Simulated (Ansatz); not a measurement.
# Zn under changes of volume

One of the cells (15.169 Å³/atom); the others are scaled copies at fixed shape and fractional positions:

```
Zn
1.0
     0.00000    1.96478    1.96478
     1.96478    0.00000    1.96478
     1.96478    1.96478    0.00000
Zn
1
Cartesian
  0.0000 0.0000 0.0000
```

This isn't the form of Zn at room conditions, which is hcp.

* Program: Ansatz 0.2.0
* Functional: r2SCAN
* Potentials or basis: Ansatz PAW
* Cutoff: 500 eV (not typed: the program's choice for these potentials)
* k mesh: 12 × 12 × 12
* Occupations: fermi-dirac, width 0.05 eV
* Spin: no spin polarisation

```csv
volume (Å³/atom),energy over the lowest point (meV/atom),pressure (GPa)
14.259,0.00,-0.1
14.563,?,?
14.866,6.87,-3.3
15.169,14.43,-4.6
15.473,24.30,-5.7
15.776,36.18,-6.7
16.080,49.81,-7.6
```

Question: What does the run at 14.563 Å³/atom give?

Answer: Energy over the lowest point 1.95 meV/atom; pressure -1.8 GPa.

Worked out: A Birch-Murnaghan fit of order 3 (a polynomial in V^(-2/3)) to the other rows has its minimum at 14.23 Å³/atom, just outside them, with B0 = V·E''(V) = 86 GPa and B' = 5.3. It gives 1.93 meV/atom at 14.563 Å³/atom, against the run's 1.95, and -dE/dV = -1.9 GPa, against -1.8.

Energies are extrapolated to zero smearing.

Caveats: the PAW data sets come from PBE, with cores solved anew for the run's functional, which leaves a small shift of forces and pressure.
